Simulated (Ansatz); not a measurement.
# Nb: which structure wins, scalar-relativistic, part 3 of 3

Aim: relax Nb in several structures (fcc, bcc, hcp) and rank them by energy, scalar-relativistic. Methods of the runs shown: PAW and LAPW.

Ansatz 0.2.0; DFT PBE; a cell built from a prototype (fcc type), not taken from measurement. Earlier steps stand in the parts before.

### 7 The log goes on: hcp relaxed, PAW files

Output, continued:

```text
eigensolver tolerance schedule calibrated: the retry pair's looser diagonalisation under-reported the residual by θ = 0.50 (0.10/decade); ethr = c·dr2/N_el runs at the constant in force after the calibration composes with the one it found (an armed cap, an earlier calibration), c = 9.6e-2
preconditioner: auto → Kerker (q_TF=auto, 2.569 Å⁻¹)  [metal: Δε(μ)=0.011 eV  Ē_g=3.869 eV  σ=0.050 eV  W_gap=0.06  n_scr=10 (ndim 8)  ℏωp=19.2 eV  f_vac=0.000  D(μ)=2.87/eV (n_scr^D=36)]
SCF iter   2: F=—  HF=-9103.990129 eV  |F-HF|=—  |Δ(HF+E_count)|=   1.16e-5  Δρ=1.37e-4  dr2=7.55e-6  ethr=4.02e-8  ⟨swp⟩=1.0  Hψ=2561  notcnv=0
iter 3 did not close the SCF: its close was put off for the readings that it lacked (scf_convergence_deferred on its scf_iter line)
SCF iter   3: F=-9103.990127 eV  HF=-9103.990127 eV  |F-HF|=1.20e-8  |Δ(HF+E_count)|=   1.99e-6  Δρ=1.78e-5  dr2=7.32e-8  ethr=2.80e-8  ⟨swp⟩=2.6  Hψ=3918  notcnv=0
iter 4 did not close the SCF: its close was put off for the readings that it lacked (scf_convergence_deferred on its scf_iter line)
SCF iter   4: F=-9103.990127 eV  HF=-9103.990127 eV  |F-HF|=2.18e-10  |Δ(HF+E_count)|=   2.96e-9  Δρ=2.22e-6  dr2=9.21e-10  ethr=2.72e-10  ⟨swp⟩=2.3  Hψ=4497  notcnv=0
iter 5 did not close the SCF: its close was put off for the readings that it lacked (scf_convergence_deferred on its scf_iter line)
SCF iter   5: F=-9103.990127 eV  HF=-9103.990127 eV  |F-HF|=7.28e-12  |Δ(HF+E_count)|=  2.84e-10  Δρ=4.12e-7  dr2=4.14e-11  ethr=3.42e-12  ⟨swp⟩=2.4  Hψ=3406  notcnv=0
SCF iter   6: F=-9103.990127 eV  HF=-9103.990127 eV  |F-HF|=1.82e-12  |Δ(HF+E_count)|=  1.09e-11  Δρ=7.01e-8  dr2=1.65e-12  ethr=1.00e-12  ⟨swp⟩=4.0  Hψ=10229  notcnv=0
SCF 6 converged in 6 iterations: F = -9103.990127 eV  dr2 = 1.65e-12
relax step   6: F+E_penalty+E_count = -9103.99012701 eV  Δ(F+E_penalty+E_count) = -9.084e-5 eV  max|allowed force component| = 3.585e-17 eV/Å  Δτ_max = 0.0000 Å  P = +0.075 GPa  Ω = 37.314 Å³  energy of the carried Pulay correction = -1.719e-4 eV  (6 SCF iters, dr2 threshold 2.00e-7 eV, accepted)
Crystal: 2 atoms, lattice volume = 37.333 Å³
iter 1 solved again at ethr=1.62e-9 eV; its pass at ethr=3.10e-3 eV (dr2=4.21e-7 eV) is discarded
SCF iter   1: F=—  HF=-9103.990114 eV  |F-HF|=—  |Δ(HF+E_count)|=         —  Δρ=4.69e-5  dr2=8.18e-7  ethr=1.62e-9  ⟨swp⟩=3.3  Hψ=17507  notcnv=0
preconditioner: auto → Kerker (q_TF=auto, 2.569 Å⁻¹)  [metal: Δε(μ)=0.012 eV  Ē_g=3.867 eV  σ=0.050 eV  W_gap=0.06  n_scr=10 (ndim 8)  ℏωp=19.2 eV  f_vac=0.000  D(μ)=2.88/eV (n_scr^D=36)]
SCF iter   2: F=—  HF=-9103.990130 eV  |F-HF|=—  |Δ(HF+E_count)|=   1.56e-5  Δρ=2.77e-5  dr2=2.98e-7  ethr=1.62e-9  ⟨swp⟩=1.0  Hψ=2555  notcnv=0
iter 3 did not close the SCF: its close was put off for the readings that it lacked (scf_convergence_deferred on its scf_iter line)
SCF iter   3: F=-9103.990130 eV  HF=-9103.990130 eV  |F-HF|=4.71e-10  |Δ(HF+E_count)|=   7.44e-8  Δρ=3.52e-6  dr2=2.91e-9  ethr=1.15e-9  ⟨swp⟩=2.6  Hψ=3602  notcnv=0
iter 4 did not close the SCF: its close was put off for the readings that it lacked (scf_convergence_deferred on its scf_iter line)
SCF iter   4: F=-9103.990130 eV  HF=-9103.990130 eV  |F-HF|=1.09e-11  |Δ(HF+E_count)|=  4.18e-11  Δρ=4.61e-7  dr2=3.72e-11  ethr=1.12e-11  ⟨swp⟩=2.5  Hψ=4606  notcnv=0
iter 5 did not close the SCF: its close was put off for the readings that it lacked (scf_convergence_deferred on its scf_iter line)
SCF iter   5: F=-9103.990130 eV  HF=-9103.990130 eV  |F-HF|=1.82e-12  |Δ(HF+E_count)|=  1.64e-11  Δρ=7.78e-8  dr2=1.46e-12  ethr=1.00e-12  ⟨swp⟩=1.0  Hψ=2550  notcnv=0
SCF iter   6: F=-9103.990130 eV  HF=-9103.990130 eV  |F-HF|=3.64e-12  |Δ(HF+E_count)|=  5.46e-12  Δρ=1.38e-8  dr2=6.74e-14  ethr=1.00e-12  ⟨swp⟩=3.0  Hψ=9488  notcnv=0
SCF 7 converged in 6 iterations: F = -9103.990130 eV  dr2 = 6.74e-14
relax step   7: F+E_penalty+E_count = -9103.99012989 eV  Δ(F+E_penalty+E_count) = -2.884e-6 eV  max|allowed force component| = 5.378e-17 eV/Å  Δτ_max = 0.0000 Å  P = +0.000 GPa  Ω = 37.333 Å³  energy of the carried Pulay correction = -1.753e-4 eV  (6 SCF iters, accepted)
Initial wavefunctions: pseudopotential atomic-orbital guess (no wavefunctions were taken with the density)
iter 1 solved again at ethr=4.35e-8 eV; its pass at ethr=3.10e-3 eV (dr2=1.13e-5 eV) is discarded
SCF iter   1: F=—  HF=-9103.990480 eV  |F-HF|=—  |Δ(HF+E_count)|=         —  Δρ=1.44e-4  dr2=8.39e-7  ethr=4.35e-8  ⟨swp⟩=3.0  Hψ=18437  notcnv=0
preconditioner: auto → Kerker (q_TF=auto, 2.569 Å⁻¹)  [metal: Δε(μ)=0.012 eV  Ē_g=3.866 eV  σ=0.050 eV  W_gap=0.06  n_scr=10 (ndim 8)  ℏωp=19.2 eV  f_vac=0.000  D(μ)=2.88/eV (n_scr^D=36)]
SCF iter   2: F=—  HF=-9103.990500 eV  |F-HF|=—  |Δ(HF+E_count)|=   1.97e-5  Δρ=7.56e-5  dr2=2.22e-7  ethr=3.23e-9  ⟨swp⟩=1.9  Hψ=4001  notcnv=0
SCF iter   3: F=—  HF=-9103.990501 eV  |F-HF|=—  |Δ(HF+E_count)|=   1.24e-6  Δρ=4.12e-6  dr2=1.18e-9  ethr=8.52e-10  ⟨swp⟩=2.1  Hψ=4058  notcnv=0
SCF iter   4: F=—  HF=-9103.990501 eV  |F-HF|=—  |Δ(HF+E_count)|=   2.28e-9  Δρ=5.03e-7  dr2=6.32e-11  ethr=4.54e-12  ⟨swp⟩=2.4  Hψ=4513  notcnv=0
iter 5 did not close the SCF: its close was put off for the readings that it lacked (scf_convergence_deferred on its scf_iter line)
SCF iter   5: F=-9103.990501 eV  HF=-9103.990501 eV  |F-HF|=0.00e0  |Δ(HF+E_count)|=  9.09e-12  Δρ=6.18e-8  dr2=1.35e-12  ethr=1.00e-12  ⟨swp⟩=1.0  Hψ=2550  notcnv=0
SCF iter   6: F=-9103.990501 eV  HF=-9103.990501 eV  |F-HF|=0.00e0  |Δ(HF+E_count)|=  1.82e-12  Δρ=6.40e-9  dr2=7.64e-15  ethr=1.00e-12  ⟨swp⟩=3.0  Hψ=9079  notcnv=0
SCF 8 converged in 6 iterations: F = -9103.990501 eV  dr2 = 7.64e-15
relax step   8: F+E_penalty+E_count = -9103.99050117 eV  Δ(F+E_penalty+E_count) = -3.713e-4 eV  max|allowed force component| = 5.551e-17 eV/Å  Δτ_max = 0.0000 Å  P = +0.006 GPa  Ω = 37.333 Å³  stress off target by 3.08e-2 GPa  SCF on the basis re-selected at this cell (its energy is not comparable with the rows above)  (6 SCF iters)
basis re-selected at this cell: Δ(F+E_penalty+E_count) = -3.713e-4 eV, ΔP = +0.006 GPa vs the last step (what re-selecting the basis moved, of the pressure what is left beyond the Pulay correction that the steps carried, after the strain that the cell walked since its last selection, with what the two solves' SCF thresholds leave and, on support functions, any second-order correction that the steps lacked; it is no measure of the basis error at this ecutwfc). This SCF's stress stands 3.08e-2 GPa from its target on what of the cell is left free (relax.cell.stress_tol is 5.00e-2 GPa) and its largest allowed force component is 5.55e-17 eV/Å (relax.f_tol is 5.00e-3 eV/Å): within both
SCF converged after 6 iterations
Free energy (F): -9103.990501 eV
Harris-Foulkes:  -9103.990501 eV  (|F-HF|=0.00e0)
Internal energy: -9103.966992 eV  (E = F + TS)
E sigma→0 (E₀):  -9103.978746 eV
Entropy (-TS):   -0.023509 eV (-11.755 meV/atom)
Fermi energy:    17.415998 eV
--- Per-component energies (eV) ---
  E_band       = -153.071879
  E_kinetic    = 789.080323
  E_local      = -1440.730604  (includes V_loc(G=0)·N_el)
  E_nonlocal   = 239.966310
  E_hartree    = 449.738090
  E_xc         = -350.798268
  E_vxc        = -425.510018  (∫ρ·V_xc dr)
  E_paw        = -6146.827149  (= ΣΔE_a)
  E_vpaw       = -215.354081  (= ΣTr[D̂ρ^β])
  E_aug_tail   = 0.000014  (compensation charges beyond the density's cutoff)
  E_ewald      = -2644.395708
  E_smearing   = -0.023509  (= −TS)
  E_closure    = 0.000000  (closes the sum)
  Σ components = -9103.990501   (vs F -9103.990501, Δ=0.00e0)
--- Forces (eV/Å), atoms counted from 1 ---
  atom   1  Nb     0.00000000     0.00000000     0.00000000
  atom   2  Nb    -0.00000000    -0.00000000    -0.00000000
  max |Σ_I F_I| component: 0.00e0 eV/Å
--- Stress (GPa, compression-positive) ---
       -0.006410       0.000000      -0.000000
        0.000000      -0.006410      -0.000000
       -0.000000      -0.000000       0.030784
  P = ⅓ Tr σ = 0.0060 GPa (0.060 kbar)
--- Band table (eV; the first three rows and the last of 150) ---
  k-point 0: bands = ["-37.3074", "-37.1833", "-13.8007", "-12.8792", "-12.6556", "-12.6556", "-12.5731", "-12.5731", "11.2333", "13.5337", "16.4380", "17.7324", "17.7324", "17.8499", "18.1711", "18.1711", "19.9744"]
  k-point 1: bands = ["-37.3037", "-37.1871", "-13.7744", "-12.9086", "-12.6531", "-12.6531", "-12.5756", "-12.5756", "11.3320", "13.5261", "16.4004", "17.6432", "17.7238", "17.7238", "18.1389", "18.1389", "20.0532"]
  k-point 2: bands = ["-37.2930", "-37.1980", "-13.6981", "-12.9927", "-12.6460", "-12.6460", "-12.5828", "-12.5828", "11.6163", "13.4815", "16.3031", "17.1461", "17.7102", "17.7102", "18.0537", "18.0537", "20.2688"]
  k-point 149: bands = ["-37.0186", "-37.0169", "-13.6557", "-13.6504", "-13.4810", "-13.4520", "-13.0158", "-13.0052", "15.1152", "15.1930", "15.7549", "15.8689", "16.9442", "17.0258", "18.4721", "18.7366", "21.5602"]
--- Relaxed structure (7 steps of the walk, 7 accepted, 1 SCFs on fresh bases) ---
  F+E_penalty+E_count = -9103.99050117 eV   max|allowed force component| = 5.551e-17 eV/Å   (the final SCF, on the basis selected at the relaxed cell)
  cell:  # Å, volume = 37.3326 Å³
    - [2.86837941373353, 2.4372099672420065e-34, 5.734611687628261e-35]
    - [-1.434189706866765, 2.484089439985552, -3.0581278938565236e-33]
    - [-3.808929082926369e-33, -5.6669432697197204e-33, 5.23943867178859]
  atoms:
    - { symbol: Nb, position: [0.3333333333333333, 0.6666666666666666, 0.25] }
    - { symbol: Nb, position: [0.6666666666666666, 0.3333333333333333, 0.75] }
```

Wall time 23 s (1 thread of AMD EPYC 7R13 (Zen 3), shared host); peak memory 0.43 GiB.

Relaxation path:

```tsv
step	energy from step 1 (eV/cell)	largest force component (eV/Å)	pressure (GPa)	volume (Å³)
1	0.0000	0.0000	5.00	36.25
2	-0.0545	0.0000	-4.94	38.53
3	-0.1059	0.0000	-4.20	38.32
4	-0.1267	0.0000	1.75	37.02
5	-0.1382	0.0000	-0.25	37.39
6	-0.1383	0.0000	0.08	37.31
7	-0.1383	0.0000	0.00	37.33
8	-0.1387	0.0000	0.01	37.33
```

Step 1 is the start. Step 8 repeats the geometry before on a plane-wave basis chosen anew for that cell, so the energy can jump there without any move; the table keeps such jumps.

| input's cell | before | after | change |
| --- | --- | --- | --- |
| a (Å) | 2.956 | 2.868 | -3.0 % |
| b (Å) | 2.956 | 2.868 | -3.0 % |
| c (Å) | 4.789 | 5.239 | +9.4 % |
| volume (Å³/atom) | 18.13 | 18.67 | +3.0 % |

Result: pressure 0.01 GPa; no gap.

### 8 Hcp relaxed, LAPW

input.yaml

```yaml
crystal:
  lattice:
    - [2.8683794137, 0.0, 0.0]
    - [-1.4341897069, 2.48408944, 0.0]
    - [0.0, 0.0, 5.2394386718]
  atoms:
    - { symbol: Nb, position: [0.3333333333, 0.6666666667, 0.25] }
    - { symbol: Nb, position: [0.6666666667, 0.3333333333, 0.75] }
kpoints:
  mp_grid: { grid: [16, 16, 9] }
scf:
  occupations: { method: fermi_dirac, width: 0.05 }
hamiltonian:
  xc: pbe
  pseudopotentials: { kind: all_electron, lapw: { basis_error: 0.0005 } }
output:
  forces: true
  stress: true
  eigenvalues: true
  populations: true
relax:
  f_tol: 0.005
  max_steps: 25
  cell: {}
```

Launch:

```bash
ansatz run input.yaml --threads 1 --pin off --max-ram 3072MiB --backend cpu --events-out ev --progress --plain --runs-dir out
```

What it wrote (excerpt; [...] marks lines left out):

```text
[...]
Nb: projections on atomic orbitals take those of the free atom 1s2 2s2 2p6 3s2 3p6 3d10 4s2 4p6 4d4 5s1, of charge +0.00 (hamiltonian.pseudopotentials.projection_atoms)
LAPW: plane waves up to 8.115 Å⁻¹, error target 5.0e-4 eV per atom; small_component_spin mean_spin; Nb in spheres of 1.391 Å, 29 of its electrons in bands, Dirac shells []
[...]
[... 1 set-up line as earlier in the session ...]
[...]
  cell:  # Å, volume = 37.3326 Å³
    - [2.8683794137251066, 2.8867619698509736e-11, 0.0]
    - [-1.4341897068875533, 2.484089439963823, 0.0]
    - [0.0, 0.0, 5.2394386718]
  atoms:
    - { symbol: Nb, position: [0.3333333333333333, 0.6666666666666666, 0.25] }
    - { symbol: Nb, position: [0.6666666666666667, 0.3333333333333333, 0.75] }
--- Löwdin populations: 2 sites ---
  site symbol       q [e]
     0     Nb     40.9549
     1     Nb     40.9549
  spilling = 0.001100 (of n_electrons = 82.000000)
```

Run time: 46 s. Hardware: 1 thread of AMD EPYC 7R13 (Zen 3), shared host; peak memory 0.62 GiB.

Relaxation path:

```tsv
step	energy from step 1 (eV/cell)	largest force component (eV/Å)	pressure (GPa)	volume (Å³)
1	0.0000	0.0000	0.00	37.33
2	0.0000	0.0000	0.00	37.33
```

Step 1 is the start. Step 2 repeats the geometry before on a plane-wave basis chosen anew for that cell, so the energy can jump there without any move; the table keeps such jumps.

| input's cell | before | after | change |
| --- | --- | --- | --- |
| a (Å) | 2.868 | 2.868 | -0.0 % |
| b (Å) | 2.868 | 2.868 | -0.0 % |
| c (Å) | 5.239 | 5.239 | +0.0 % |
| volume (Å³/atom) | 18.67 | 18.67 | -0.0 % |

Result: pressure 0.00 GPa; no gap.

### 9 The series in one table

Free energy per atom, from each method's lowest phase:

```
method  start  space group, start → end  volume (Å³/atom)  pressure (GPa)  free energy (meV/atom)
  LAPW    fcc             Fm-3m → Fm-3m            18.770             0.0                   324.0
  LAPW    bcc             Im-3m → Im-3m            18.119             0.0                     0.0
  LAPW    hcp       P6_3/mmc → P6_3/mmc            18.666             0.0                   294.1
   PAW    fcc             Fm-3m → Fm-3m            18.770             0.0                   324.1
   PAW    bcc             Im-3m → Im-3m            18.119             0.0                     0.0
   PAW    hcp       P6_3/mmc → P6_3/mmc            18.666             0.0                   294.0
```

### 10 What came out

The summary covers parts 1 to 3.

| quantity | value |
| --- | --- |
| lowest (LAPW) | bcc, 294.1 meV/atom under hcp |
| lowest (PAW) | bcc, 294.0 meV/atom under hcp |

**Reading.** By LAPW the order is bcc < hcp < fcc. By PAW the order is bcc < hcp < fcc. The methods agree on the lowest phase. Only these structures were tried, with electrons smeared by 0.05 eV and without vibrations, so the true ground state may be another. The k meshes differ between phases and weren't tested, which can move differences by some meV.
